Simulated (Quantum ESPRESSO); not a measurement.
Ru:

```
Ru
1.0
     2.70580    0.00000    0.00000
    -1.35290    2.34329    0.00000
     0.00000    0.00000    4.28190
Ru
2
Direct
  0.66667 0.33333 0.75000
  0.33333 0.66667 0.25000
```

Base run:

| Item | Value |
| --- | --- |
| Program | Quantum ESPRESSO 7.5 |
| Functional | PBE |
| Potentials or basis | SSSP 1.3 efficiency PBE |
| Cutoff | 816 eV |
| Density cutoff | 3265 eV |
| k mesh | 11 × 11 × 6 |
| Occupations | fermi-dirac, width 0.05 eV |
| Spin | no spin polarisation |

Its results: band gap on the k mesh none (metal or under the smearing width); pressure 4.6 GPa.

Problem. The run is repeated on the same cell with these changes: potentials or basis from SSSP 1.3 efficiency PBE to PseudoDojo 0.4.1 SR PBE standard; cutoff from 816 eV to 1143 eV; density cutoff from 3265 eV to 4572 eV. What comes out?

Solution. Band gap on the k mesh none (metal or under the smearing width); pressure 5.1 GPa.

Not every run made on this cell is shown here.
